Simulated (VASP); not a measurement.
# Al7P8 (a cell with a defect): single point with PBE

Al7P8 (a cell with a defect):

```
Al P
1.0
     0.00000    5.45915    5.45915
     5.45915    0.00000    5.45915
     5.45915    5.45915    0.00000
Al P
7 8
Direct
  0.00307 0.99068 0.00150
  0.00321 0.99061 0.50468
  0.97928 0.49946 0.51057
  0.99011 0.47367 0.01807
  0.49697 0.01555 0.49360
  0.47417 0.53157 0.00295
  0.47420 0.53162 0.49110
  0.16590 0.07309 0.13047
  0.12244 0.12434 0.62660
  0.09989 0.61686 0.13622
  0.09994 0.61681 0.64691
  0.63633 0.16106 0.12045
  0.63656 0.16117 0.58151
  0.55932 0.70610 0.11719
  0.60449 0.64201 0.62668
```

* Program: VASP 6.6.1
* Task: single point
* Functional: PBE
* Potentials or basis: VASP PAW PBE potentials, release 64 (Al, P)
* Cutoff: 520 eV
* k mesh: 2 × 2 × 2
* Occupations: gaussian, width 0.1 eV
* Spin: no spin polarisation

```json
{
 "Pressure": "-0.2 GPa",
 "Largest force": "0.123 eV/Å",
 "Band gap on the k mesh": "none (metal or under the smearing width)"
}
```

Forces on the atoms (eV/Å):
```
Al   0.010  0.011  0.010
Al  -0.011 -0.010  0.010
Al   0.004 -0.004 -0.004
Al   0.085 -0.085  0.023
Al   0.002 -0.002 -0.006
Al   0.006  0.005  0.007
Al  -0.006 -0.006  0.008
P   -0.029  0.029  0.015
P   -0.008  0.007  0.001
P   -0.022  0.035  0.022
P   -0.036  0.022  0.021
P    0.016  0.021 -0.014
P   -0.021 -0.015 -0.014
P   -0.001  0.001 -0.074
P    0.010 -0.010 -0.006
```

Stress tensor (GPa, compression positive):
```
-0.90  1.79 -0.05
 1.79 -0.90  0.05
-0.05  0.05  1.31
```

Levels at points of the mesh, in eV from the Fermi level:
| k point | band 26 | band 27 | band 28 | band 29 | band 30 | band 31 | band 32 | band 33 | band 34 | band 35 |
| --- | --- | --- | --- | --- | --- | --- | --- | --- | --- | --- |
| (0.00, 0.00, 0.00) | -0.96 | -0.89 | -0.75 | -0.64 | -0.12 | 0.30 | 0.47 | 1.28 | 1.54 | 1.63 |
| (0.50, 0.00, 0.00) | -1.76 | -1.42 | -1.37 | -0.96 | -0.78 | 0.18 | 0.32 | 2.22 | 2.23 | 2.48 |
| (0.00, 0.50, 0.00) | -1.63 | -1.49 | -1.43 | -0.90 | -0.56 | 0.12 | 0.29 | 2.31 | 2.32 | 2.57 |
| (0.00, 0.00, 0.50) | -1.49 | -1.21 | -1.12 | -0.91 | -0.87 | -0.06 | 0.30 | 1.77 | 2.20 | 2.44 |
| (0.50, 0.50, 0.50) | -1.49 | -1.21 | -1.12 | -0.91 | -0.87 | -0.06 | 0.30 | 1.77 | 2.20 | 2.44 |
| (0.50, 0.50, 0.00) | -1.61 | -1.56 | -1.50 | -1.32 | -1.14 | 0.04 | 0.12 | 2.07 | 2.56 | 2.86 |
| (0.00, 0.50, 0.50) | -1.62 | -1.58 | -1.42 | -1.16 | -0.97 | -0.18 | 0.14 | 2.54 | 2.73 | 3.26 |
| (0.50, 0.00, 0.50) | -1.62 | -1.57 | -1.42 | -1.16 | -0.97 | -0.18 | 0.14 | 2.54 | 2.73 | 3.26 |

It took 2.6 min on 1 thread of Intel(R) Xeon(R) Platinum 8375C CPU @ 2.90GHz (Ice Lake), with other jobs on the host, peak memory 0.48 GiB.

Caveat: the k mesh is coarse (spacing up to 0.50 Å⁻¹), so the values aren't converged.
